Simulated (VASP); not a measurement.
Set up this calculation in VASP 6.6.1, as the native input.

| Quantity | Value |
| --- | --- |
| Task | relaxation of cell and atoms |
| Functional | r2SCAN |
| Potentials or basis | VASP PAW PBE potentials, release 64 (Mg, Se) |
| Cutoff | 600 eV |
| k mesh | 8 × 8 × 8 |
| Occupations | gaussian, width 0.02 eV |
| Spin | no spin polarisation |
| Further INCAR settings | ALGO = Normal; EDIFF = 1e-07; IBRION = 2; EDIFFG = -0.005; NSW = 40; ISIF = 3 |

The structure of MgSe lies in POSCAR:

```
MgSe
1.0
    0.0000000000      2.7250000000      2.7250000000
    2.7250000000      0.0000000000      2.7250000000
    2.7250000000      2.7250000000      0.0000000000
Mg Se
1 1
Direct
    0.0000000000      0.0000000000      0.0000000000
    0.5000000000      0.5000000000      0.5000000000
```

The cell was built by a generator and needn't be a form met in nature.

The input as run:

INCAR

```
PREC = Accurate ; ENCUT = 600
EDIFF = 1E-7 ; ISMEAR = 0
SIGMA = 0.02 ; LREAL = False
LASPH = True ; NELM = 120
ALGO = Normal ; ISIF = 3
LWAVE = False ; LCHARG = False
METAGGA = R2SCAN ; LMIXTAU = True
IBRION = 2 ; NSW = 40
EDIFFG = -0.005
```

KPOINTS

```
Automatic mesh
0
Gamma
  8 8 8
```

Potentials or basis: VASP PAW PBE potentials, release 64 (Mg, Se).

Command:

```bash
$ cat potpaw_PBE.64/Mg/POTCAR potpaw_PBE.64/Se/POTCAR > POTCAR
$ mpirun -np 1 vasp_std > vasp.out
```

It gave:

* Relaxed volume: 20.39 Å³/atom
* Relaxed cell: a = 3.863 Å, b = 3.863 Å, c = 3.863 Å, α = 60.00°, β = 60.00°, γ = 60.00°
* Space group after relaxing (to 0.05 Å): Fm-3m (No. 225)
* Energy gained by relaxing: 0.2 meV/atom
* Ionic steps: 3
* Pressure after relaxing: 0.0 GPa
* Band gap on the k mesh: 2.45 eV, indirect (least direct gap 3.45 eV)

Caveat: the PAW data sets were made with another functional, which shifts forces and pressure a little.

Run time: 60 s on 1 thread of Intel(R) Xeon(R) 6975P-C (Granite Rapids) (shared host), peak memory 0.2 GiB.
